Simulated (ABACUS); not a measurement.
# InP (F-43m) in ABACUS: further runs

The runs below take InP through relaxation of cell and atoms, single point, with SOGGA, LDA-PW92.

Program: ABACUS 3.10.1. These are calculated values, not measurements. Logs are shortened: lines on timing, memory, paths and dates and some standing lists are left out, and cuts for length are marked.

**Experimental background.**

From a printed reference work, data compilation, for a bulk crystal of InP at 1.6 K: band gap 1.4236 eV (direct).

How close the calculation comes is told below.

**1. The structure**

The structure is cubic, space group F-43m (No. 216). The conventional cell has a = 5.861 Å, b = 5.861 Å, c = 5.861 Å, α = 90.00°, β = 90.00°, γ = 90.00°. In (site symmetry -43m) is surrounded by 4 P at 2.54 Å. P (site symmetry -43m) is surrounded by 4 In at 2.54 Å.

**2. Relaxation of cell and atoms, SOGGA**

File run_abacus.py:

```python
"""Relaxation by an ASE optimiser with ABACUS as a small file-based calculator."""
import re
import subprocess
import spglib
from ase import Atoms
import numpy as np
from ase.calculators.calculator import Calculator, all_changes
from ase.filters import FrechetCellFilter
from ase.io import read
from ase.optimize import LBFGS
from ase.stress import full_3x3_to_voigt_6_stress
from ase.units import Bohr, GPa

atoms = read("InP.cif")
cell, frac, numbers = spglib.standardize_cell((atoms.cell[:], atoms.get_scaled_positions(), atoms.numbers), to_primitive=True, symprec=1e-4)
atoms = Atoms(numbers=numbers, cell=cell, scaled_positions=frac, pbc=True)  # the primitive cell
atoms = atoms[(-atoms.numbers).argsort(kind="stable")]  # ABACUS lists atoms element by element
pseudo = {'In': 'In.pbe-dn-rrkjus_psl.0.2.2.UPF', 'P': 'P.pbe-n-rrkjus_psl.1.0.0.UPF'}
orbital = {}
magmoms = None
kmesh = [6, 6, 6]
params = {
    'suffix': 'InP',
    'calculation': 'scf',
    'basis_type': 'pw',
    'pseudo_dir': './',
    'symmetry': 1,
    'dft_functional': 'GGA_X_SOGGA+GGA_C_PBE',
    'ecutwfc': 55,
    'pseudo_rcut': 10,
    'nspin': 1,
    'nbands': 13,
    'ks_solver': 'dav',
    'smearing_method': 'fd',
    'smearing_sigma': 0.00367493,
    'scf_thr': 1e-08,
    'scf_nmax': 100,
    'mixing_type': 'broyden',
    'mixing_beta': 0.7,
    'cal_force': 1,
    'cal_stress': 1,
    'ecutrho': 440,
    'kpar': 4,
}

def write_input(atoms):
    symbols = atoms.get_chemical_symbols()
    elements = list(dict.fromkeys(symbols))
    lines = ["ATOMIC_SPECIES"] + [f"{e} {atoms.get_masses()[symbols.index(e)]:.4f} {pseudo[e]}" for e in elements]
    if orbital:
        lines += ["", "NUMERICAL_ORBITAL"] + [orbital[e] for e in elements]
    lines += ["", "LATTICE_CONSTANT", f"{1 / Bohr:.10f}", "", "LATTICE_VECTORS"]
    lines += [" ".join(f"{x:.10f}" for x in v) for v in atoms.cell]
    lines += ["", "ATOMIC_POSITIONS", "Direct"]
    for e in elements:
        lines += ["", e, "0.0", str(symbols.count(e))]
        for i, p in enumerate(atoms.get_scaled_positions(wrap=False)):
            if symbols[i] == e:
                mag = "" if magmoms is None else " mag " + " ".join(str(x) for x in (magmoms[i] if isinstance(magmoms[i], list) else [magmoms[i]]))
                lines.append(" ".join(f"{x:.10f}" for x in p) + " 1 1 1" + mag)
    open("STRU", "w").write("\n".join(lines) + "\n")
    open("KPT", "w").write("K_POINTS\n0\nGamma\n%d %d %d 0 0 0\n" % tuple(kmesh))
    open("INPUT", "w").write("INPUT_PARAMETERS\n" + "".join(f"{k:<20s}{v}\n" for k, v in params.items()))

class Abacus(Calculator):
    implemented_properties = ["energy", "free_energy", "forces", "stress"]

    def calculate(self, atoms=None, properties=("energy",), system_changes=all_changes):
        super().calculate(atoms, properties, system_changes)
        write_input(self.atoms)
        subprocess.run(['mpirun', '-np', '4', 'abacus'], check=True)
        log = open("OUT.InP/running_scf.log").read()
        if "charge density convergence is achieved" not in log:
            raise RuntimeError("SCF not converged")
        rows = lambda title, n: np.array([l.split()[-3:] for l in log.split(title)[-1].split("\n")[2:2 + n]], float)
        energy = float(re.findall(r"FINAL_ETOT_IS (\S+)", log)[-1])
        stress = -rows("TOTAL-STRESS", 3) / 10 * GPa  # ABACUS prints kbar, compression positive
        self.results = dict(energy=energy, free_energy=energy, forces=rows("TOTAL-FORCE", len(self.atoms)), stress=full_3x3_to_voigt_6_stress(stress))

atoms.calc = Abacus()
opt = LBFGS(FrechetCellFilter(atoms), logfile="opt.log", trajectory="relax.traj")
print("optimiser converged:", opt.run(fmax=0.02, steps=60))
```

File InP.cif:

```cif
data_InP
_cell_length_a 5.86100000
_cell_length_b 5.86100000
_cell_length_c 5.86100000
_cell_angle_alpha 90.00000000
_cell_angle_beta 90.00000000
_cell_angle_gamma 90.00000000
_space_group_name_H-M_alt 'F-43m'
_space_group_name_Hall 'F -4 2 3'
_space_group_IT_number 216
loop_
_space_group_symop_operation_xyz
'x,y,z'
'y,-x,-z'
'-x,-y,z'
'-y,x,-z'
'x,-y,-z'
'y,x,z'
'-x,y,-z'
'-y,-x,z'
'z,x,y'
'-z,y,-x'
'z,-x,-y'
'-z,-y,x'
'-z,x,-y'
'z,y,x'
'-z,-x,y'
'z,-y,-x'
'y,z,x'
'-x,-z,y'
'-y,z,-x'
'x,-z,-y'
'-y,-z,x'
'x,z,y'
'y,-z,-x'
'-x,z,-y'
'x,y+1/2,z+1/2'
'y,-x+1/2,-z+1/2'
'-x,-y+1/2,z+1/2'
'-y,x+1/2,-z+1/2'
'x,-y+1/2,-z+1/2'
'y,x+1/2,z+1/2'
'-x,y+1/2,-z+1/2'
'-y,-x+1/2,z+1/2'
'z,x+1/2,y+1/2'
'-z,y+1/2,-x+1/2'
'z,-x+1/2,-y+1/2'
'-z,-y+1/2,x+1/2'
'-z,x+1/2,-y+1/2'
'z,y+1/2,x+1/2'
'-z,-x+1/2,y+1/2'
'z,-y+1/2,-x+1/2'
'y,z+1/2,x+1/2'
'-x,-z+1/2,y+1/2'
'-y,z+1/2,-x+1/2'
'x,-z+1/2,-y+1/2'
'-y,-z+1/2,x+1/2'
'x,z+1/2,y+1/2'
'y,-z+1/2,-x+1/2'
'-x,z+1/2,-y+1/2'
'x+1/2,y,z+1/2'
'y+1/2,-x,-z+1/2'
'-x+1/2,-y,z+1/2'
'-y+1/2,x,-z+1/2'
'x+1/2,-y,-z+1/2'
'y+1/2,x,z+1/2'
'-x+1/2,y,-z+1/2'
'-y+1/2,-x,z+1/2'
'z+1/2,x,y+1/2'
'-z+1/2,y,-x+1/2'
'z+1/2,-x,-y+1/2'
'-z+1/2,-y,x+1/2'
'-z+1/2,x,-y+1/2'
'z+1/2,y,x+1/2'
'-z+1/2,-x,y+1/2'
'z+1/2,-y,-x+1/2'
'y+1/2,z,x+1/2'
'-x+1/2,-z,y+1/2'
'-y+1/2,z,-x+1/2'
'x+1/2,-z,-y+1/2'
'-y+1/2,-z,x+1/2'
'x+1/2,z,y+1/2'
'y+1/2,-z,-x+1/2'
'-x+1/2,z,-y+1/2'
'x+1/2,y+1/2,z'
'y+1/2,-x+1/2,-z'
'-x+1/2,-y+1/2,z'
'-y+1/2,x+1/2,-z'
'x+1/2,-y+1/2,-z'
'y+1/2,x+1/2,z'
'-x+1/2,y+1/2,-z'
'-y+1/2,-x+1/2,z'
'z+1/2,x+1/2,y'
'-z+1/2,y+1/2,-x'
'z+1/2,-x+1/2,-y'
'-z+1/2,-y+1/2,x'
'-z+1/2,x+1/2,-y'
'z+1/2,y+1/2,x'
'-z+1/2,-x+1/2,y'
'z+1/2,-y+1/2,-x'
'y+1/2,z+1/2,x'
'-x+1/2,-z+1/2,y'
'-y+1/2,z+1/2,-x'
'x+1/2,-z+1/2,-y'
'-y+1/2,-z+1/2,x'
'x+1/2,z+1/2,y'
'y+1/2,-z+1/2,-x'
'-x+1/2,z+1/2,-y'
loop_
_atom_site_label
_atom_site_type_symbol
_atom_site_symmetry_multiplicity
_atom_site_Wyckoff_symbol
_atom_site_fract_x
_atom_site_fract_y
_atom_site_fract_z
_atom_site_occupancy
In1 In 4 a 0.0000000000 0.0000000000 0.0000000000 1
P1 P 4 c 0.2500000000 0.2500000000 0.2500000000 1
```

Potentials or basis: SSSP 1.3 efficiency PBE, plane waves.

Run with:

```bash
> OMP_NUM_THREADS=1 python run_abacus.py > log
```

running log:

```text
ABACUS v3.10.1

               Atomic-orbital Based Ab-initio Computation at UStc

 ------------------------------------------------------------------------------------

 READING GENERAL INFORMATION
                           global_out_dir = OUT.InP/
                           global_in_card = INPUT
                               pseudo_dir = ./
                              orbital_dir =
                                    DSIZE = 4
                                    GSIZE = 1
[... 5 lines left out ...]

 READING ATOM TYPE 1
                               atom label = In
                      L=0, number of zeta = 1
                      L=1, number of zeta = 1
                      L=2, number of zeta = 1
             number of atom for this type = 1

 READING ATOM TYPE 2
                               atom label = P
                      L=0, number of zeta = 1
                      L=1, number of zeta = 1
                      L=2, number of zeta = 1
             number of atom for this type = 1

                        TOTAL ATOM NUMBER = 2
DIRECT COORDINATES
    atom                   x                   y                   z     mag                  vx                  vy                  vz
taud_In1            0.0000000000        0.0000000000        0.0000000000  0.0000        0.0000000000        0.0000000000        0.0000000000
taud_P1            0.2500000000        0.2500000000        0.2500000000  0.0000        0.0000000000        0.0000000000        0.0000000000

                          Volume (Bohr^3) = 339.666
                             Volume (A^3) = 50.3332

 Lattice vectors: (Cartesian coordinate: in unit of a_0)
                   +0             +2.9305             +2.9305
              +2.9305                  +0             +2.9305
              +2.9305             +2.9305                  +0
 Reciprocal vectors: (Cartesian coordinate: in unit of 2 pi/a_0)
            -0.170619           +0.170619           +0.170619
            +0.170619           -0.170619           +0.170619
            +0.170619           +0.170619           -0.170619
 The esolver type has been set to : ksdft_pw

                PAO radial cut off (Bohr) = 10

 Read in pseudopotential file is In.pbe-dn-rrkjus_psl.0.2.2.UPF
                     pseudopotential type = USPP
          exchange-correlation functional = PBE
                 nonlocal core correction = 1
                        valence electrons = 13
                                     lmax = 2
                           number of zeta = 3
[... 5 lines left out ...]
                           L of projector = 2
                           L of projector = 2
 XC functional updated to : GGA_X_SOGGA+GGA_C_PBE
          exchange-correlation functional = GGA_X_SOGGA+GGA_C_PBE
                PAO radial cut off (Bohr) = 10

 Read in pseudopotential file is P.pbe-n-rrkjus_psl.1.0.0.UPF
                     pseudopotential type = USPP
          exchange-correlation functional = PBE
                 nonlocal core correction = 1
                        valence electrons = 5
                                     lmax = 2
                           number of zeta = 2
[... 204 lines left out ...]
WARNING: norm of atomic wavefunction # 1 of atomic type In is 0.999987, renormalized
WARNING: norm of atomic wavefunction # 2 of atomic type In is 0.998154, renormalized

 number of pseudo atomic orbitals for P is 2
WARNING: norm of atomic wavefunction # 2 of atomic type P is 0.999973, renormalized

 -------------------------------------------
 SELF-CONSISTENT
 -------------------------------------------
                                 init_chg = atomic

 PW ALGORITHM --------------- ION=   1  ELEC=   1--------------------------------

 Notice: Threshold on eigenvalues was too large.
 hsover_error=0.18 > DRHO=0.0915742
 Origin diag ethr = 0.01
 New diag ethr = 0.000508746

 Density error is 0.0925786352161
                          Error Threshold = 0.00050874565071
----------------------------------------------------------
     Energy           Rydberg                 eV
----------------------------------------------------------
 E_KohnSham     -158.1897597066      -2152.2820972603
 E_Harris       -159.3930928457      -2168.6542845448
 E_Fermi        0.4939514676         6.7205544943
----------------------------------------------------------
[... 75 lines left out ...]
 Density error is 6.72909198949e-10
                          Error Threshold = 9.4356018165e-11
----------------------------------------------------------
     Energy           Rydberg                 eV
----------------------------------------------------------
 E_KohnSham     -158.2146791420      -2152.6211435731
 E_KS(sigma->0) -158.2146783807      -2152.6211332155
 E_Harris       -158.2144673392      -2152.6182618480
 E_band         -4.0157116273        -54.6365596555
 E_one_elec     -60.2609530565       -819.8923284793
 E_Hartree      43.0649881704        585.9292234199
 E_xc           -51.2983085927       -697.9492946234
 E_Ewald        -89.7204041406       -1220.7087231752
 E_entropy(-TS) -0.0000015225        -0.0000207150
 E_descf        0.0000000000         0.0000000000
 E_exx          0.0000000000         0.0000000000
 E_Fermi        0.5285241304         7.1909397038
----------------------------------------------------------

 charge density convergence is achieved
 final etot is -2152.6211436 eV
 EFERMI = 7.1909397038 eV

 STATE ENERGY(eV) AND OCCUPATIONS    NSPIN == 1
 1/4 kpoint (Cartesian) = 0.0000 0.0000 0.0000 (2277 pws)
       1       -7.29155     0.00925926
       2       -7.29155     0.00925926
       3       -7.29155     0.00925926
       4       -7.13583     0.00925926
       5       -7.13583     0.00925926
       6       -4.71467     0.00925926
       7        6.84554     0.00925001
       8        6.84554     0.00925001
       9        6.84554     0.00925001
      10        7.48077    2.80412e-05
      11        10.8337    2.11697e-34
      12        10.8337    2.11697e-34
      13        10.8337    2.11697e-34
[... 32 lines left out ...]
       1       -7.41458      0.0370370
       2       -7.25184      0.0370370
       3       -7.25184      0.0370370
       4       -7.12208      0.0370370
       5       -7.12208      0.0370370
       6       -2.95669      0.0370370
       7        1.02420      0.0370370
       8        5.85566      0.0370370
       9        5.85566      0.0370370
      10        8.23907    2.91561e-11
      11        11.5359    6.74839e-40
      12        11.5359    6.74839e-40
      13        13.7610    3.17414e-59

------------------------------------------------------------------------------------------
 TOTAL-FORCE (eV/Angstrom)
------------------------------------------------------------------------------------------
                       In1         0.0000000000         0.0000000000         0.0000000000
                        P1         0.0000000000         0.0000000000         0.0000000000
------------------------------------------------------------------------------------------

----------------------------------------------------------------
 TOTAL-STRESS (KBAR)
----------------------------------------------------------------
         1.0550836615        -0.0000000000         0.0000000000
        -0.0000000000         1.0550836615        -0.0000000000
        -0.0000000000         0.0000000000         1.0550836615
----------------------------------------------------------------
 TOTAL-PRESSURE: 1.055084 KBAR

 --------------------------------------------
 !FINAL_ETOT_IS -2152.6211435730615449 eV
 --------------------------------------------
```

It took 38 s on 4 MPI ranks of Intel Xeon Platinum 8559C (Emerald Rapids), shared host; peak memory 1 GiB.

Results:

```yaml
Free_energy: -2152.6211 eV
Pressure_after_relaxing: 0.1 GPa
Band_gap_on_the_k_mesh: 0.64 eV, direct
```

Final structure:
```
CELL_PARAMETERS angstrom
0.00000 2.93050 2.93050
2.93050 0.00000 2.93050
2.93050 2.93050 0.00000
ATOMIC_POSITIONS crystal
In 0.00000 0.00000 0.00000
P 0.25000 0.25000 0.25000
```

Levels at points of the mesh, in eV from the valence-band top:
```
           k point  band 7  band 8  band 9  band 10  band 11
(0.00, 0.00, 0.00)    0.00    0.00    0.00     0.64     3.99
(0.50, 0.50, 0.50)   -5.82   -0.99   -0.99     1.39     4.69
(0.50, 0.50, 0.00)   -5.82   -2.37   -2.37     1.57     2.13
```

Caveat: the relaxation stopped at its first step, so nothing moved; the potentials were made for another functional, which shifts forces and pressure; spin-orbit coupling is left out, which moves the levels of the heavy elements.

**3. Single point, LDA-PW92**

File INPUT:

```
INPUT_PARAMETERS
suffix              InP
calculation         scf
basis_type          pw
pseudo_dir          ./
symmetry            1
dft_functional      LDA_X+LDA_C_PW
ecutwfc             40
pseudo_rcut         10
nspin               1
nbands              19
ks_solver           dav
smearing_method     fd
smearing_sigma      0.00367493
scf_thr             1e-08
scf_nmax            100
mixing_type         broyden
mixing_beta         0.7
cal_force           1
cal_stress          1
ecutrho             320
out_chg             1
kpar                4
```

File STRU:

```
ATOMIC_SPECIES
In 114.8180 in_lda_v1.4.uspp.F.UPF
P 30.9738 p_lda_v1.5.uspp.F.UPF

LATTICE_CONSTANT
7.8316918400

LATTICE_VECTORS
0.0000000000 0.7071067812 0.7071067812
0.7071067812 0.0000000000 0.7071067812
0.7071067812 0.7071067812 0.0000000000

ATOMIC_POSITIONS
Cartesian

In
0.0
1
0.0000000000 0.0000000000 0.0000000000 1 1 1

P
0.0
1
1.0606601718 1.0606601718 1.0606601718 1 1 1
```

File KPT:

```
K_POINTS
0
Gamma
6 6 6 0 0 0
```

Potentials or basis: GBRV ultrasoft 1.5 LDA, plane waves.

Run with:

```bash
> OMP_NUM_THREADS=1 mpirun -np 4 abacus > log
```

It took 14 s on 4 MPI ranks of Intel Xeon 6975P-C (Granite Rapids), shared host; peak memory 0.72 GiB.

The run converged. Its results:

| Property | Result |
| --- | --- |
| Free energy | -2023.3928 eV |
| Pressure | -1.9 GPa |
| Band gap on the k mesh | 0.45 eV, direct |

Levels at points of the mesh, in eV from the valence-band top:
```tsv
k point	band 6	band 7	band 8	band 9	band 10	band 11	band 12	band 13
(0.00, 0.00, 0.00)	-11.57	0.00	0.00	0.00	0.45	3.94	3.94	3.94
(0.50, 0.50, 0.50)	-9.81	-5.85	-1.00	-1.00	1.29	4.69	4.69	6.88
(0.50, 0.50, 0.00)	-9.14	-5.89	-2.37	-2.37	1.60	2.11	8.95	9.39
```

Caveat: spin-orbit coupling is left out, which moves the levels of the heavy elements.

**4. Comparison with measurements**

Step 3. Measured gap of InP: 1.4236 eV (direct; 1.6 K; a printed reference work, data compilation). This calculation gives 0.45 eV (-0.97 eV). Spin-orbit coupling on In is left out. The value is that of LDA-PW92, without temperature or zero-point motion. Semilocal functionals fall short of measured gaps as a rule.
